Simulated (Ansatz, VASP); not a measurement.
**Mo (Mo wire along [111], 10 atoms a period): VASP beside Ansatz**

Aim: how closely do two programs agree when they are given the same cell, functional and k mesh? The structure shown is the start of the Ansatz relaxation below; VASP solves that cell, so the two are compared at the walk's first step.

Main program and level: Ansatz 0.2.0; plane waves, with VASP 6.6.1 beside it; single point at PBE.

## 1. Starting point

The cell holds 10 atoms: 10 Mo. Cell: a = 13.503 Å, b = 13.250 Å, c = 2.737 Å, α = 90.0°, β = 90.0°, γ = 90.0°. Vacuum lies along a and b. The structure's axis is c.

## 2. Ansatz: relaxation, PBE

Ansatz runs on its PAW soft_1 files.

The two programs are compared at the cell with which this relaxation starts, whose forces are those of its first step.

Input file input.yaml:

```yaml
crystal:
  lattice:
    - [13.503, 0.0, 0.0]
    - [0.0, 13.25, 0.0]
    - [0.0, 0.0, 2.736640276]
  atoms:
    - { symbol: Mo, position: [0.417274489, 0.451330505, 0.0] }
    - { symbol: Mo, position: [0.582753081, 0.743420603, 0.0] }
    - { symbol: Mo, position: [0.251795897, 0.353967139, 0.333333333] }
    - { symbol: Mo, position: [0.417274489, 0.646057237, 0.333333333] }
    - { symbol: Mo, position: [0.582753081, 0.353967139, 0.333333333] }
    - { symbol: Mo, position: [0.748231673, 0.646057237, 0.333333333] }
    - { symbol: Mo, position: [0.251795897, 0.548693871, 0.666666667] }
    - { symbol: Mo, position: [0.417274489, 0.256603774, 0.666666667] }
    - { symbol: Mo, position: [0.582753081, 0.548693871, 0.666666667] }
    - { symbol: Mo, position: [0.748231673, 0.451330505, 0.0] }
kpoints:
  mp_grid: { grid: [1, 1, 30] }
scf:
  occupations: { method: fermi_dirac, width: 0.05 }
hamiltonian:
  xc: pbe
  pseudopotentials: { kind: paw, azcp: { folder: soft_1 } }
relax:
  cell: { fix: [a, b, alpha, beta, gamma] }
  max_steps: 45
  f_tol: 0.03
```

Started as:

```
$ ansatz run input.yaml --threads 4 --pin off --max-ram 16384MiB --backend cpu --events-out ev --progress --plain --runs-dir out
```

Numbers of over 12 decimals in the logs are rounded to 6 here.

Output:

```text
Engine: ansatz 0.2.0, aarch64-unknown-linux-gnu
Pseudopotentials: kind: paw
Pseudopotential: Mo, paw, valence charge 14, recommended cutoff 420 eV (normal), soft_1/Mo.paw.azcp
Functional definition: PBE
  parameter kappa = 0.804
  parameter beta = 0.066725
  exchange = pbe_x(kappa = kappa, mu = beta*pi^2/3)
  correlation = pbe_c(beta = beta)
Crystal: 10 atoms, lattice volume = 489.625 Å³
Basis set: ecut = 420 eV, 9593 PW (Γ), exchange–correlation on 192×180×40 points (8 copies of the dense FFT grid, shifted against one another)
Bands: 84, of which v1, the nominal top of the filled ones, is band 70 counted from 1 (69 counted from 0)
Symmetry: 2 space group operations
Space group: P-1 (ITA 2), of the structure as read, at distance tolerance 7.9e-5 Å
k-points: 16 of 30
Non-local potential: Mo, projectors of the file, l = 0: 3, l = 1: 2, l = 2: 2, l = 3: 1
PAW form: soft (Blöchl's): semilocal exchange-correlation on the pseudo side does not see the compensation charge
PAW one-centre angular grid: Mo, 590 points (default); XC on 64 Gauss nodes
Initial density: superposition of atomic densities (neutral atoms: chi_scale 0, normalization atom)
Initial wavefunctions: pseudopotential atomic-orbital guess
Functional: x = pbe(κ = 0.804, μ = 0.219515), c = pbe(β = 0.066725)
SCF iter   1: F=—  HF=-49554.588669 eV  |F-HF|=—  |Δ(HF+E_count)|=         —  Δρ=5.90e-2  dr2=5.72e1  ethr=3.10e-3  ⟨swp⟩=9.2  Hψ=6158  notcnv=0
preconditioner: auto → LDOS  [metal: Δε(μ)=0.008 eV  Ē_g=3.741 eV  σ=0.050 eV  W_gap=0.04  n_scr=68 (ndim 8)  ℏωp=13.0 eV  f_vac=0.509  D(μ)=15.95/eV (n_scr^D=106)  β→1.0]
SCF iter   2: F=—  HF=-49548.838118 eV  |F-HF|=—  |Δ(HF+E_count)|=    5.75e0  Δρ=4.13e-2  dr2=2.03e1  ethr=3.10e-3  ⟨swp⟩=4.1  Hψ=3737  notcnv=0  defer=7
SCF iter   3: F=—  HF=-49545.585506 eV  |F-HF|=—  |Δ(HF+E_count)|=    3.25e0  Δρ=9.44e-3  dr2=1.66e0  ethr=3.10e-3  ⟨swp⟩=3.1  Hψ=3371  notcnv=0  defer=5
SCF iter   4: F=—  HF=-49545.320852 eV  |F-HF|=—  |Δ(HF+E_count)|=   2.65e-1  Δρ=2.77e-3  dr2=8.49e-2  ethr=1.18e-3  ⟨swp⟩=2.5  Hψ=2167  notcnv=0  defer=5
SCF iter   5: F=—  HF=-49545.313076 eV  |F-HF|=—  |Δ(HF+E_count)|=   7.78e-3  Δρ=1.13e-3  dr2=1.94e-2  ethr=6.06e-5  ⟨swp⟩=3.3  Hψ=2896  notcnv=0  defer=6
SCF iter   6: F=—  HF=-49545.312083 eV  |F-HF|=—  |Δ(HF+E_count)|=   9.94e-4  Δρ=3.79e-4  dr2=2.11e-3  ethr=1.39e-5  ⟨swp⟩=2.1  Hψ=1862  notcnv=0  defer=6
SCF iter   7: F=—  HF=-49545.312329 eV  |F-HF|=—  |Δ(HF+E_count)|=   2.47e-4  Δρ=1.18e-4  dr2=1.06e-4  ethr=1.50e-6  ⟨swp⟩=2.5  Hψ=1803  notcnv=0  defer=6
SCF iter   8: F=—  HF=-49545.312388 eV  |F-HF|=—  |Δ(HF+E_count)|=   5.86e-5  Δρ=4.80e-5  dr2=1.82e-5  ethr=7.60e-8  ⟨swp⟩=2.6  Hψ=2170  notcnv=0  defer=6
SCF iter   9: F=—  HF=-49545.312194 eV  |F-HF|=—  |Δ(HF+E_count)|=   1.94e-4  Δρ=1.35e-5  dr2=1.85e-6  ethr=1.30e-8  ⟨swp⟩=2.2  Hψ=1953  notcnv=0  defer=6
SCF iter  10: F=—  HF=-49545.312195 eV  |F-HF|=—  |Δ(HF+E_count)|=   4.98e-7  Δρ=4.80e-6  dr2=1.57e-7  ethr=1.32e-9  ⟨swp⟩=2.8  Hψ=2399  notcnv=0  defer=6
SCF iter  11: F=-49545.312195 eV  HF=-49545.312195 eV  |F-HF|=6.18e-9  |Δ(HF+E_count)|=   5.51e-8  Δρ=1.47e-6  dr2=1.61e-8  ethr=7.14e-11  ⟨swp⟩=5.4  Hψ=4535  notcnv=0
SCF 1 converged in 11 iterations: F = -49545.312195 eV  dr2 = 1.61e-8
  greatest PAW one-centre occupation: 0.999 electrons in one spin orbital (limit 2), on the Mo atom at site 8 (counted from 0), in its partial waves of l = 0
relax step   1: F+E_penalty+E_count = -49545.31219492 eV  Δ(F+E_penalty+E_count) = +0.000e0 eV  max|allowed force component| = 1.784e0 eV/Å  Δτ_max = 0.0000 Å  P = -6.344 GPa  Ω = 489.625 Å³  fix = [a, b, alpha, beta, gamma]  reactions: a -5.958, b -5.675 GPa; alpha +0.186, beta +0.347, gamma +0.211 GPa/rad  (11 SCF iters, dr2 threshold 1.00e-7 eV, accepted)
[...]
relax step   5: F+E_penalty+E_count = -49546.60819252 eV  Δ(F+E_penalty+E_count) = -8.094e-3 eV  max|allowed force component| = 4.982e-2 eV/Å  Δτ_max = 0.0184 Å  P = -0.042 GPa  Ω = 475.299 Å³  energy of the carried Pulay correction = +1.026e-3 eV  fix = [a, b, alpha, beta, gamma]  reactions: a -0.098, b -0.040 GPa; alpha +0.030, beta +0.032, gamma -0.017 GPa/rad  (6 SCF iters, dr2 threshold 1.00e-6 eV, accepted)
[...]
relax step   6: F+E_penalty+E_count = -49546.60919716 eV  Δ(F+E_penalty+E_count) = -1.005e-3 eV  max|allowed force component| = 3.031e-2 eV/Å  Δτ_max = 0.0053 Å  P = -0.007 GPa  Ω = 475.317 Å³  energy of the carried Pulay correction = +1.025e-3 eV  fix = [a, b, alpha, beta, gamma]  reactions: a -0.057, b -0.003 GPa; alpha +0.016, beta +0.008, gamma -0.022 GPa/rad  (5 SCF iters, dr2 threshold 1.55e-7 eV, accepted)
[...]
relax step   7: F+E_penalty+E_count = -49546.60983235 eV  Δ(F+E_penalty+E_count) = -6.352e-4 eV  max|allowed force component| = 1.291e-2 eV/Å  Δτ_max = 0.0055 Å  P = -0.008 GPa  Ω = 475.432 Å³  energy of the carried Pulay correction = +1.017e-3 eV  fix = [a, b, alpha, beta, gamma]  reactions: a -0.061, b +0.007 GPa; alpha +0.011, beta +0.000, gamma -0.011 GPa/rad  (6 SCF iters, dr2 threshold 5.74e-8 eV, accepted)
[...]
relax step   8: F+E_penalty+E_count = -49546.60867143 eV  Δ(F+E_penalty+E_count) = +1.161e-3 eV  max|allowed force component| = 1.291e-2 eV/Å  Δτ_max = 0.0000 Å  P = -0.005 GPa  Ω = 475.432 Å³  fix = [a, b, alpha, beta, gamma]  reactions: a -0.058, b +0.010 GPa; alpha +0.011, beta +0.000, gamma -0.011 GPa/rad  stress off target by 3.25e-2 GPa on what of the cell is left free  SCF on the basis re-selected at this cell (its energy is not comparable with the rows above)  (6 SCF iters)
basis re-selected at this cell: Δ(F+E_penalty+E_count) = +1.161e-3 eV, ΔP = +0.003 GPa vs the last step (what re-selecting the basis moved, of the pressure what is left beyond the Pulay correction that the steps carried, after the strain that the cell walked since its last selection, with what the two solves' SCF thresholds leave and, on support functions, any second-order correction that the steps lacked; it is no measure of the basis error at this ecutwfc). The dense FFT grid was sized anew with the basis: this SCF ran on 96×90×18 points, the steps before it on 96×90×20, so part of this shift can come from that change (see relax.cell in the input reference). [rest of the remark cut]
SCF converged after 6 iterations
Free energy (F): -49546.608671 eV
Harris-Foulkes:  -49546.608671 eV  (|F-HF|=7.28e-11)
Internal energy: -49546.501610 eV  (E = F + TS)
E sigma→0 (E₀):  -49546.555141 eV
Entropy (-TS):   -0.107061 eV (-10.706 meV/atom)
Fermi energy:    4.295378 eV
--- Per-component energies (eV) ---
  E_band       = -2871.091954
  E_kinetic    = 4222.075909
  E_local      = -64985.271666  (includes V_loc(G=0)·N_el)
  E_nonlocal   = 1500.946961
  E_hartree    = 30089.978990
  E_xc         = -1750.994623
  E_vxc        = -2181.472713  (∫ρ·V_xc dr)
  E_paw        = -32124.562983  (= ΣΔE_a)
  E_vpaw       = -1607.331017  (= ΣTr[D̂ρ^β])
  E_aug_tail   = 0.000496  (compensation charges beyond the density's cutoff)
  E_ewald      = 13501.325306
  E_smearing   = -0.107061  (= −TS)
  E_closure    = 0.000000  (closes the sum)
  Σ components = -49546.608671   (vs F -49546.608671, Δ=0.00e0)
--- Forces (eV/Å), atoms counted from 1 ---
  atom   1  Mo     0.00526805     0.00390307    -0.01291127
  atom   2  Mo     0.00328258     0.00446070     0.00311552
  atom   3  Mo    -0.00684880    -0.00427972     0.00645263
  atom   4  Mo     0.00085149    -0.00137995    -0.00004045
  atom   5  Mo    -0.00085149     0.00137995     0.00004045
  atom   6  Mo     0.00684880     0.00427972    -0.00645263
  atom   7  Mo    -0.00601922    -0.00208705    -0.00302836
  atom   8  Mo    -0.00328258    -0.00446070    -0.00311552
  atom   9  Mo    -0.00526805    -0.00390307     0.01291127
  atom  10  Mo     0.00601922     0.00208705     0.00302836
  max |Σ_I F_I| component: 1.73e-18 eV/Å
--- Stress (GPa, compression-positive) ---
       -0.058470       0.011035      -0.000180
        0.011035       0.009975      -0.010591
       -0.000180      -0.010591       0.032543
  P = ⅓ Tr σ = -0.0053 GPa (-0.053 kbar)
--- Relaxed structure (7 steps of the walk, 7 accepted, 1 SCFs on fresh bases) ---
  F+E_penalty+E_count = -49546.60867143 eV   max|allowed force component| = 1.291e-2 eV/Å   (the final SCF, on the basis selected at the relaxed cell)
  cell:  # Å, volume = 475.4324 Å³
    - [13.503, 0, 0]
    - [0, 13.25, 0]
    - [0, 0, 2.657313]
  atoms:
    - { symbol: Mo, position: [0.415877, 0.450644, 0.00907458] }
    - { symbol: Mo, position: [0.581661, 0.733741, 0.012265] }
    - { symbol: Mo, position: [0.261948, 0.360070, 0.375549] }
    - { symbol: Mo, position: [0.418834, 0.643072, 0.334158] }
    - { symbol: Mo, position: [0.581194, 0.356952, 0.332509] }
    - { symbol: Mo, position: [0.738080, 0.639954, 0.291118] }
    - { symbol: Mo, position: [0.260045, 0.544862, 0.654951] }
    - { symbol: Mo, position: [0.418366, 0.266284, 0.654402] }
    - { symbol: Mo, position: [0.584150, 0.549381, 0.657592] }
    - { symbol: Mo, position: [0.739983, 0.455162, 0.011716] }
```

## 3. VASP: single point, PBE, start cell

The same cell, functional, mesh and smearing now go to VASP, with its own data sets.

Lines of VASP's logs that name or quote its potential files are left out, and so is its time.

Input file INCAR:

```
SYSTEM = Mo
PREC = Accurate
ENCUT = 400
EDIFF = 1E-06
NELM = 120
ISMEAR = -1
SIGMA = 0.05
LREAL = .FALSE.
ALGO = Normal
GGA = PE
NBANDS = 86
LASPH = .TRUE.
LORBIT = 11
LWAVE = .FALSE.
LCHARG = .FALSE.
ISIF = 2
GGA_COMPAT = .FALSE.
KPAR = 2
```

Input file POSCAR:

```
Mo
1.0
   13.5030000000      0.0000000000      0.0000000000
    0.0000000000     13.2500000000      0.0000000000
    0.0000000000      0.0000000000      2.7366400000
Mo
10
Direct
    0.4172744575      0.4513304906      0.0000000000
    0.5827530919      0.7434206038      0.0000000000
    0.2517958972      0.3539671698      0.3333332115
    0.4172744575      0.6460572075      0.3333332115
    0.5827530919      0.3539671698      0.3333332115
    0.7482316522      0.6460572075      0.3333332115
    0.2517958972      0.5486938868      0.6666667885
    0.4172744575      0.2566037736      0.6666667885
    0.5827530919      0.5486938868      0.6666667885
    0.7482316522      0.4513304906      0.0000000000
```

Input file KPOINTS:

```
Automatic mesh
0
Gamma
1 1 30
0 0 0
```

The projector-augmented-wave data sets are Mo_sv (PBE family, release 64).

Started as:

```
$ mpirun -np 2 vasp_std
```

Output:

```text
[banner, memory and clock lines left out]
running    2 mpi-ranks, on    1 nodes
 distrk:  each k-point on    1 cores,    2 groups
 distr:  one band on    1 cores,    1 groups

 POSCAR found type information on POSCAR Mo
 POSCAR found :  1 types and      10 ions
 LDA part: xc-table for (Slater+PW92), standard interpolation
 POSCAR, INCAR and KPOINTS ok, starting setup
 FFT: planning ... GRIDC
 FFT: planning ... GRID_SOFT
 FFT: planning ... GRID
 WAVECAR not read
 entering main loop
       N       E                     dE             d eps       ncg     rms          rms(c)
DAV:   1     0.115073799648E+04    0.11507E+04   -0.80653E+04  3960   0.119E+03
DAV:   2    -0.516162149310E+02   -0.12024E+04   -0.11688E+04  3168   0.385E+02
DAV:   3    -0.100783680727E+03   -0.49167E+02   -0.46470E+02  3534   0.606E+01
DAV:   4    -0.103563999290E+03   -0.27803E+01   -0.26718E+01  3736   0.997E+00
DAV:   5    -0.103695779569E+03   -0.13178E+00   -0.12948E+00  3656   0.180E+00    0.329E+01
DAV:   6    -0.992743708804E+02    0.44214E+01   -0.56221E+01  3640   0.259E+01    0.159E+01
DAV:   7    -0.102226975014E+03   -0.29526E+01   -0.67190E+01  3722   0.253E+01    0.198E+01
DAV:   8    -0.946653112203E+02    0.75617E+01   -0.57477E+01  3710   0.181E+01    0.616E+00
DAV:   9    -0.943928079560E+02    0.27250E+00   -0.49753E+00  3696   0.654E+00    0.435E+00
DAV:  10    -0.942857730459E+02    0.10703E+00   -0.53440E-01  3736   0.283E+00    0.350E+00
DAV:  11    -0.942560281117E+02    0.29745E-01   -0.93566E-02  3680   0.137E+00    0.305E+00
DAV:  12    -0.942381277869E+02    0.17900E-01   -0.35827E-01  3640   0.266E+00    0.140E+00
DAV:  13    -0.942177736081E+02    0.20354E-01   -0.26701E-01  3688   0.232E+00    0.999E-01
DAV:  14    -0.942033737336E+02    0.14400E-01   -0.55348E-02  3680   0.101E+00    0.429E-01
[...]
DAV:  18    -0.942043459428E+02   -0.53748E-03   -0.44118E-04  3416   0.642E-02    0.381E-02
DAV:  19    -0.942046283781E+02   -0.28244E-03   -0.12411E-04  3480   0.440E-02    0.145E-02
DAV:  20    -0.942048746413E+02   -0.24626E-03   -0.40928E-05  3504   0.221E-02    0.874E-03
DAV:  21    -0.942049402291E+02   -0.65588E-04   -0.19365E-05  2688   0.168E-02    0.105E-02
DAV:  22    -0.942049636942E+02   -0.23465E-04   -0.69544E-06  2480   0.117E-02    0.362E-03
DAV:  23    -0.942049771770E+02   -0.13483E-04   -0.50479E-06  2520   0.777E-03    0.320E-03
DAV:  24    -0.942049785262E+02   -0.13491E-05   -0.10322E-06  1922   0.524E-03    0.749E-04
DAV:  25    -0.942049788043E+02   -0.27814E-06   -0.22721E-07  1758   0.139E-03
   1 F= -.94204979E+02 E0= -.94147646E+02  d E =-.114665E+00
```

(Continued in part 2 of 2.)

[Lines on the potential files, build, host, timing and source positions are cut from VASP's logs without a mark.]

[Logs are printed without paths, hosts, clocks, repeated set-up lines and the standing remarks that a program may print on its own settings, such as how far it seeks lower states.]

[Hosts, paths, dates, database ids (printed as entryN), source tags and the programs' standing remarks are cut or masked in the printed files.]
